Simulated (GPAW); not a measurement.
Crystal: Te2Mo, a slab with vacuum.

```xyz
6
Lattice="3.5604 0.0000 0.0000 -1.7802 3.0834 0.0000 0.0000 0.0000 24.8113" Properties=species:S:1:pos:R:3 pbc="T T T"
Te    0.0000    2.0556    5.5488
Te    1.7802    1.0278   22.8420
Te    1.7802    1.0278   19.2625
Te    0.0000    2.0556    1.9693
Mo    1.7802    1.0278    3.7599
Mo    0.0000    2.0556   21.0513
```

Base run:

| Property | Result |
| --- | --- |
| Program | GPAW 26.7.0 |
| Functional | r2SCAN |
| Potentials or basis | GPAW PAW data sets (gpaw-data 1.2.1) |
| Cutoff | 600 eV |
| Basis | pw |
| k mesh | 6 × 6 × 1 |
| Occupations | fermi-dirac, width 0.05 eV |
| Spin | no spin polarisation |

Its results: band gap on the k mesh 1.09 eV, direct; largest force 0.053 eV/Å.

Q: The run is repeated on the same cell with these changes: functional from r2SCAN to LDA; potentials or basis from GPAW PAW data sets (gpaw-data 1.2.1) to the program's PAW data sets (release 1.2.1) made for this functional. What comes out?

A: Band gap on the k mesh 1.01 eV, direct; largest force 0.507 eV/Å.

Caveats: spin-orbit coupling is left out, which moves the levels of the heavy elements; the PAW data sets were made with another functional, which shifts forces and pressure a little (some runs).

Not every run made on this cell is shown here.
